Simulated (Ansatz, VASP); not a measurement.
## Cross-check of Si55C53 (Si_C2) between VASP and Ansatz

Wanted: the spread between two codes on one cell, functional and k mesh. The cell is taken from a series of runs on this material, whose earlier steps may have relaxed, scaled, displaced or heated it; both programs get it as it stands.

Method: plane waves, with VASP 6.6.1 beside it; single point at r2SCAN, in Ansatz 0.2.0.

## (1) The starting structure

The cell holds 108 atoms: 55 Si and 53 C. Its edges and angles: a = 9.236 Å, b = 9.236 Å, c = 15.108 Å, α = 90.0°, β = 90.0°, γ = 120.0°. It derives from SiC (SiC (P6_3mc)). Nearest the centre at fractional (0.667, 0.667, 0.374): Si55 at 0.01 Å, Si26 at 2.17 Å, Si50 at 2.17 Å, Si32 at 2.21 Å, Si53 at 2.23 Å, C99 at 3.10 Å, C69 at 3.10 Å, C87 at 3.12 Å. The cell carries charge +2.

## (2) Ansatz: single point, r2SCAN

Ansatz runs on its PAW soft_1 files.

A single point gives forces, pressure and levels at one fixed geometry, so differences don't come from the geometry; what else differs is listed under the comparison.

File input.yaml:

```yaml
crystal:
  checkpoint: "../qp2_M2.relax.run"
  host: checkpoint
total_charge: 2
basis:
  ecutwfc: 500
  xc_grid: 2
hamiltonian:
  xc: r2scan
  pseudopotentials: { kind: paw, azcp: { folder: soft_1 } }
kpoints:
  mp_grid: { grid: [2, 2, 2], shift: [0.5, 0.5, 0.5] }
magnetization:
  spin_polarized: true
  initial_magnetization: 2
  spin_locking: { lock_magnetization: hard }
scf:
  occupations: { method: fermi_dirac, width: 0.01 }
  max_iter: 100
output:
  forces: true
  eigenvalues: true
  charged_corrections:
    epsilon: [7.09, 7.09, 7.35]
    static_epsilon: [10.43, 10.43, 10.95]
    defect_position: [0.666667, 0.666667, 0.374367]
  eigenstates: { localisation: true }
  populations: true
  efg: {}
checkpoint:
  read: "../qp2_M2.relax.run"
  write: "../qp2_M2.point.run"
  compress: false
  write_wavefunctions: false
  write_every: 100000
```

On the command line:

```bash
> ansatz run input.yaml --threads 8 --pin off --max-ram 15073MiB --backend cpu --events-out ev --progress --plain --runs-dir out
```

Numbers of over 12 decimals in the logs are rounded to 6 here.

The program printed:

```text
Warning: This run holds its total moment fixed (magnetization.spin_locking.lock_magnetization: hard) and mixes its density by anderson or broyden (scf.mixing.algorithm, typed or taken by auto). Slabs with a fixed moment have converged under broyden above another state at the same moment, at the default mixing steps and at smaller ones, and under scf.lower_state_search: standard, light or off a state that such a mixer [...]
crystal.checkpoint: the structure is that of <dir>, a `relax` run, at its step 7: its result, under r2scan at a charge of 2 e; 108 atoms read, 0 with a starting moment; crystal.structure_sha256 for this input is
Engine: ansatz 0.2.0, aarch64-unknown-linux-gnu
Pseudopotentials: kind: paw
Pseudopotential: Si, paw, valence charge 4, recommended cutoff 500 eV (meta_gga), soft_1/Si.paw.azcp
Pseudopotential: C, paw, valence charge 4, recommended cutoff 500 eV (meta_gga), soft_1/C.paw.azcp
Functional definition: r2SCAN
  parameter k0 = 0.174
  parameter k1 = 0.065
  parameter a1 = 4.9479
  exchange = r2scan_x(k0 = k0, k1 = k1, a1 = a1)
  correlation = r2scan_c
Crystal: 108 atoms, lattice volume = 1116.095 Å³
Basis set: ecut = 500 eV, 28399 PW (Γ), exchange–correlation on 144×144×240 points (8 copies of the dense FFT grid, shifted against one another)
Bands: 324, of which v1, the nominal top of the filled ones, is band 215 counted from 1 (214 counted from 0)
Symmetry: 1 space group operations
Space group: P1 (ITA 1), of the structure as read, at distance tolerance 1.0e-4 Å
Magnetic group: BNS 1.1 (UNI 1), of the structure as read, at distance tolerance 1.0e-4 Å
k-points: 4 of 8 (time reversal used)
Non-local potential: Si, projectors of the file, l = 0: 2, l = 1: 2, l = 2: 1
Non-local potential: C, projectors of the file, l = 0: 2, l = 1: 2, l = 2: 1
PAW form: soft (Blöchl's): semilocal exchange-correlation on the pseudo side does not see the compensation charge
PAW frozen core: Si, regenerated for the run's functional (the file was generated under x = pbe(κ = 0.804, μ = 0.219515), c = pbe(β = 0.066725))
PAW frozen core: C, regenerated for the run's functional (the file was generated under x = pbe(κ = 0.804, μ = 0.219515), c = pbe(β = 0.066725))
PAW one-centre angular grid: Si, 302 points (default); XC on 160 Gauss nodes
PAW one-centre angular grid: C, 302 points (default); XC on 219 of its mesh's 2255 points in the sphere
Initial density: read from a saved state, or passed on in memory by an earlier SCF of this step, an earlier step, the calling program or the single point that the run made first
Stability of the state it starts from, as read at its close in the collinear treatment: not read, because the mixer in use, unlike msr1, does not test its closes by its own steps (another_mixer); its run was given moments
Starting moments: Σ|m| = 2 μB on 108 of 108 sites; this step starts from the density that it was given
Initial wavefunctions: pseudopotential atomic-orbital guess — the wavefunctions supplied were not used: k-point sampling differs
Functional: x = r2scan, c = r2scan; τ floored in thin density (d = 2e-4 eV/Å³)
iter 1 solved again at ethr=5.00e-5 eV; its pass at ethr=3.10e-3 eV (dr2=2.15e-1 eV) is discarded
SCF iter   1: F=—  HF=-48534.129786 eV  |F-HF|=—  |Δ(HF+E_count)|=         —  Δρ=2.45e-3 (↑1.55e-3 ↓2.45e-3)  dr2=2.11e-1  dr2_τ=1.92e-3  dr2_m=1.30e-2  M=2.000 μB ∫|m|=2.192 μB  β_m=1.20  ethr=5.00e-5  ⟨swp⟩=8.9  Hψ=18884  notcnv=0  defer=1
preconditioner: auto → Resta (q_TF=auto, 2.327 Å⁻¹)  ε∞=4.3  [insulator: Δε(μ)=0.068 eV  Ē_g=12.665 eV  σ=0.010 eV  W_gap=0.94  n_scr=244 (ndim 8)  ℏωp=23.0 eV  f_vac=0.000  D(μ)=1.82/eV (n_scr^D=2)  ε∞_Penn≈4.3]
spin=Collinear: Resta preconditioning applied to the charge; magnetization (m = ρ↑ − ρ↓) channel mixes plain (no charge-response kernel on spin).
SCF iter   2: F=—  HF=-48534.144185 eV  |F-HF|=—  |Δ(HF+E_count)|=   1.44e-2  Δρ=1.31e-3 (↑1.19e-3 ↓1.31e-3)  dr2=9.09e-2  dr2_τ=1.75e-4  dr2_m=4.00e-4  M=2.000 μB ∫|m|=2.178 μB  β_m=1.20  ethr=4.91e-5  ⟨swp⟩=4.8  Hψ=5704  notcnv=0  defer=1  κ⁻¹=1.0e0(r=1)
SCF iter   3: F=—  HF=-48534.136239 eV  |F-HF|=—  |Δ(HF+E_count)|=   7.95e-3  Δρ=6.54e-4 (↑6.54e-4 ↓6.15e-4)  dr2=1.58e-2  dr2_τ=5.38e-5  dr2_m=2.40e-4  M=2.000 μB ∫|m|=2.177 μB  β_m=1.20  ethr=2.11e-5  ⟨swp⟩=6.8  Hψ=5744  notcnv=0  defer=103  κ⁻¹=8.3e-2(r=2)
[...]
k-point 3 ↓: bands = [... 211 lower, 9.0703, 9.4354, 9.5245, 9.6965, 9.8154, 12.0169, 12.2500, 12.6855, ... 105 higher]
--- Löwdin populations: 108 sites ---
  site symbol       q [e]    m [muB]
     0     Si      2.9167    -0.0005
     1     Si      2.9182    -0.0016
     2     Si      2.9265    -0.0018
     3     Si      2.9342     0.0008
     4     Si      2.9234    -0.0050
     5     Si      2.9299    -0.0003
     6      C      4.9766     0.0053
     7      C      4.9513     0.0883
     8      C      4.9612     0.0032
     9      C      4.9635     0.0123
    10      C      4.9616     0.0096
    11      C      4.9648     0.0033
    12     Si      2.9169    -0.0006
    13     Si      2.9092    -0.0054
    14     Si      2.9330    -0.0007
    15     Si      2.9324     0.0003
    16     Si      2.9323    -0.0007
    17     Si      2.9323     0.0001
    18      C      4.9756     0.0032
    19      C      4.9717     0.0083
    20      C      4.9610     0.0037
    21      C      4.9638     0.0038
    22      C      4.9609     0.0047
    23      C      4.9644     0.0039
[...]
100     Si      3.1240     0.0231
   101     Si      2.9318     0.0000
   102      C      4.9742     0.0101
   103     Si      3.9614     0.5036
   104      C      4.9609     0.0121
   105      C      4.9391     0.0568
   106      C      4.9391     0.0596
   107      C      4.9634     0.0065
  spilling = 0.010212 (of n_electrons = 430.000000)
```

## (3) VASP: single point, r2SCAN

The same cell, functional, mesh and smearing now go to VASP, with its own data sets.

Lines of VASP's logs that name or quote its potential files are left out, and so is its time.

File INCAR:

```
SYSTEM = Si55C53
PREC = Accurate
ENCUT = 580
EDIFF = 1E-06
NELM = 200
ISMEAR = -1
SIGMA = 0.01
LREAL = Auto
ALGO = Normal
METAGGA = R2SCAN
LASPH = .TRUE.
NELECT = 430
NBANDS = 290
ISPIN = 2
MAGMOM = 0 0.01 -0 0 -0 0 0 -0 0 0 -0 0 0 0.01 -0 0 -0 0 0 0.01 -0 0 -0 0 0 0.02 0 0 -0 0 0 0.03 0 0.01 -0 0 0 -0 0 0 -0 0 0 -0 0 0 -0 0 0 0.02 0 0 0.01 0 0.21 0 0.06 0 0.01 0.01 0 0 0 0 0 0 0 0 0.06 0.01 0.01 0.01 0.01 0.01 0.01 0.01 0.01 0.01 0.01 0 0.06 0.01 0.03 0.04 0 0 0.06 0.02 0.05 0.04 0.01 0 0.06 0 0 0 0 0 0.06 0.01 0 0 0 0.01 0.01 0.04 0.04 0
LORBIT = 11
LWAVE = .FALSE.
LCHARG = .FALSE.
ISIF = 2
ISYM = 0
NUPDOWN = 2
GGA_COMPAT = .FALSE.
LMIXTAU = .TRUE.
```

File POSCAR:

```
Si55C53
1.0
    9.2359949282      0.0000000000      0.0000000000
   -4.6179974641      7.9986062370      0.0000000000
    0.0000000000      0.0000000000     15.1078644027
Si C
55 53
Direct
    0.1116443690      0.2221273044      0.8326744432
    0.2219017602      0.1118863302      0.3317507897
[... 2 atom lines left out ...]
    0.0015527656      0.0026644933      0.5006044099
[... 2 atom lines left out ...]
    0.2194430698      0.4435812925      0.3318033998
[... 5 atom lines left out ...]
    0.2218630878      0.7803566316      0.3314580559
[... 1 atom line left out ...]
    0.1143714228      0.8910352019      0.1625681512
    0.0012104817      0.6678813265      0.5008942193
[... 2 atom lines left out ...]
    0.5533403878      0.1119480646      0.3313611972
[... 1 atom line left out ...]
    0.4423158933      0.2191027190      0.1622037356
[... 3 atom lines left out ...]
    0.5347529013      0.4122886257      0.3253159605
    0.5546262490      0.4423473816      0.6705667083
    0.4417220357      0.5538201559      0.1643484360
    0.3315633726      0.3328079683      0.5003584875
[... 2 atom lines left out ...]
    0.5369344204      0.7965500948      0.3242792730
    0.5550189999      0.7792653018      0.6705702224
    0.4424003617      0.8909978961      0.1623378252
    0.3321065274      0.6672774918      0.5008018854
[... 2 atom lines left out ...]
    0.8899440164      0.1141250456      0.3318320880
[... 2 atom lines left out ...]
    0.6668631032      0.0021473150      0.5007575469
[... 2 atom lines left out ...]
    0.8880906026      0.4454243653      0.3318616230
[... 1 atom line left out ...]
    0.7778592030      0.5549317835      0.1648562239
    0.6663764843      0.3330892416      0.5006093177
[... 2 atom lines left out ...]
    0.9219844944      0.7989951971      0.3259231280
    0.8924526199      0.7798810401      0.6706745873
    0.7793137157      0.8916590268      0.1644552998
    0.6680893057      0.6678405579      0.5217881264
[... 1 atom line left out ...]
    0.6665030983      0.6663985245      0.3748367130
[... 1 atom line left out ...]
    0.0047982938      0.0077372125      0.3747836529
[... 5 atom lines left out ...]
    0.9985559069      0.3350898861      0.3741042540
[... 1 atom line left out ...]
    0.2214363261      0.4447438571      0.2076370269
    0.2221278511      0.4451166881      0.5410380488
[... 2 atom lines left out ...]
    0.0028224887      0.6679871056      0.3747778641
[... 11 atom lines left out ...]
    0.3258631685      0.3287674465      0.3746587117
[... 1 atom line left out ...]
    0.5524402881      0.4405504588      0.2033567179
    0.5528658202      0.4403592660      0.5446462283
[... 2 atom lines left out ...]
    0.3286460876      0.6665567567      0.3747053208
[... 1 atom line left out ...]
    0.5539629642      0.7792009656      0.2037040477
    0.5535935013      0.7807248216      0.5444289786
[... 2 atom lines left out ...]
    0.6670318547      0.0049352193      0.3746886135
[... 1 atom line left out ...]
    0.8886319958      0.1119849195      0.2076540864
    0.8890710501      0.1120130850      0.5410576656
[... 2 atom lines left out ...]
    0.6656350201      0.3308472305      0.3746424674
[... 1 atom line left out ...]
    0.8882331599      0.4451710387      0.2076899175
    0.8886799797      0.4454366125      0.5410841657
[... 3 atom lines left out ...]
    0.8918035736      0.7803266329      0.2038535930
    0.8945535906      0.7817418627      0.5452167386
    0.7782582308      0.8892178057      0.0405597369
```

File KPOINTS:

```
Points of the shifted mesh
8
Reciprocal
 0.2500000000  0.2500000000  0.2500000000 1
 0.2500000000  0.2500000000  0.7500000000 1
 0.2500000000  0.7500000000  0.2500000000 1
 0.2500000000  0.7500000000  0.7500000000 1
 0.7500000000  0.2500000000  0.2500000000 1
 0.7500000000  0.2500000000  0.7500000000 1
 0.7500000000  0.7500000000  0.2500000000 1
 0.7500000000  0.7500000000  0.7500000000 1
```

PAW data sets: Si and C (PBE family, release 64).

On the command line:

```bash
> export OMP_NUM_THREADS=3
> mpirun -np 1 vasp_std
```

The program printed:

```text
[banner, memory and clock lines left out]
running    1 mpi-ranks, on    1 nodes
[...]
Offloading initialized ...    1 GPUs detected
[...]
|                                                                             |
|               ----> ADVICE to this user running VASP <----                  |
|                                                                             |
|     You enforced a specific xc type in the INCAR file but a different       |
|     [... a line on the potential file left out ...]
|     I HOPE YOU KNOW WHAT YOU ARE DOING!                                     |
|                                                                             |

 LDA part: xc-table for (None), standard interpolation
 POSCAR, INCAR and KPOINTS ok, starting setup
[...]
entering main loop
       N       E                     dE             d eps       ncg     rms          rms(c)
DAV:   1     0.119563238883E+04    0.11956E+04   -0.21624E+05  9280   0.151E+03
DAV:   2    -0.104530484866E+04   -0.22409E+04   -0.21137E+04 11288   0.256E+02
DAV:   3    -0.120883834556E+04   -0.16353E+03   -0.16152E+03 11312   0.640E+01
DAV:   4    -0.121262827402E+04   -0.37899E+01   -0.37718E+01 11144   0.106E+01
DAV:   5    -0.121273628812E+04   -0.10801E+00   -0.10782E+00 11192   0.168E+00BRMIX: very serious problems
 the old and the new charge density differ
 old charge density:   432.00000 new  430.00000
    0.677E+01
DAV:   6    -0.105223015018E+04    0.16051E+03   -0.24531E+02 10632   0.218E+01    0.382E+01
DAV:   7    -0.105422888998E+04   -0.19987E+01   -0.36122E+01 11424   0.862E+00    0.170E+01
DAV:   8    -0.105467839058E+04   -0.44950E+00   -0.21638E+00 11168   0.296E+00    0.640E+00
DAV:   9    -0.105475296997E+04   -0.74579E-01   -0.44426E-01 10448   0.123E+00    0.177E+00
[...]
DAV:  16    -0.105475399054E+04   -0.41497E-05   -0.12021E-05 10888   0.638E-03    0.114E-02
DAV:  17    -0.105475399386E+04   -0.33261E-05   -0.39010E-06  9256   0.345E-03    0.685E-03
DAV:  18    -0.105475399419E+04   -0.33170E-06   -0.74958E-07  5608   0.174E-03
   1 F= -.10547540E+04 E0= -.10547537E+04  d E =-.581189E-03  mag=     1.9974
```

Parts of OUTCAR (step 3):

```text
  FREE ENERGIE OF THE ION-ELECTRON SYSTEM (eV)
  ---------------------------------------------------
  free  energy   TOTEN  =     -1054.7539941946 eV

  energy  without entropy=    -1054.7534130053  energy(sigma->0) =    -1054.75370360

 magnetization (x)
# of ion       s       p       d       tot
------------------------------------------
    1       -0.000  -0.000   0.000  -0.000
    2       -0.001   0.008   0.000   0.006
    3       -0.000  -0.001   0.000  -0.001
    4       -0.000   0.001   0.000   0.001
    5       -0.001  -0.002   0.000  -0.002
    6       -0.000   0.000   0.000   0.000
    7       -0.000  -0.000   0.000  -0.000
    8       -0.001  -0.001   0.000  -0.002
    9       -0.000   0.000   0.000  -0.000
   10       -0.000   0.001   0.000   0.001
   11       -0.000  -0.000   0.000  -0.000
   12       -0.000   0.000   0.000   0.000
   13       -0.000   0.001   0.000   0.001
[...]
--------------------------------------------------
tot          0.043   1.119   0.000   1.163
```

The run ends at a pressure of -0.68 GPa, with forces up to 0.60 eV/Å.

## (4) Comparison

Known differences besides the potentials themselves: VASP starts from the moments at which Ansatz ended; VASP keeps PBE cores, Ansatz makes them for the functional; the cutoff is 500 eV in Ansatz and 580 eV in VASP (PREC = Accurate, projectors in real space); site moments are counted in spheres of each program's own size. Total energies have different zeros and are not compared.

Compared:

```tsv
quantity	Ansatz	VASP	difference
total moment, fixed by the input (μB)	2.00	2.00	0.00
moment on Si55 (μB)	0.20	0.25	-0.05
moment on C93 (μB)	0.06	0.06	0.00
moment on C87 (μB)	0.06	0.06	0.00
moment on C69 (μB)	0.06	0.05	0.00
moment on C99 (μB)	0.06	0.05	+0.01
moment on C57 (μB)	0.06	0.05	0.00
moment on C81 (μB)	0.06	0.05	0.00
```

Forces on 7 of the 108 atoms, those with the largest forces and the largest differences (eV/Å; atoms numbered as in POSCAR):

```tsv
atom	Ansatz x, y, z	VASP x, y, z
Si2	0.283, -0.177, -0.223	0.284, -0.175, -0.222
Si26	0.450, -0.187, -0.331	0.451, -0.157, -0.319
Si29	0.093, 0.061, 0.266	0.097, 0.061, 0.269
Si50	0.277, -0.324, -0.408	0.255, -0.336, -0.397
Si53	-0.146, -0.021, -0.501	-0.144, -0.022, -0.528
Si55	-0.252, 0.204, 0.504	-0.251, 0.200, 0.502
C90	-0.097, 0.068, 0.265	-0.094, 0.065, 0.266
```

The forces differ by 3.7 meV/Å r.m.s., which is 4.1 % of the r.m.s. force of 0.089 eV/Å (both taken over all components). The cell carries a charge of +2 e against a uniform background, so its pressure also hangs on how the neutralising background is counted, and in a defect's cell a gap may be the spacing between its levels.

## (5) Outcome

```json
{"r.m.s. force difference (single point, r2SCAN)": "3.7 meV/Å"}
```

In words: The r.m.s. force difference is 3.7 meV/Å (single point, r2SCAN), within the 12 meV/Å picked in this series as the mark of a large difference. How closely two codes agree says nothing of how well the functional describes the real material.

[Lines on the potential files, build, host, timing and source positions are cut from VASP's logs without a mark.]

[Logs are printed without paths, hosts, clocks, repeated set-up lines and the standing remarks that a program may print on its own settings, such as how far it seeks lower states.]

[Hosts, paths, dates, database ids (printed as entryN), source tags and the programs' standing remarks are cut or masked in the printed files.]
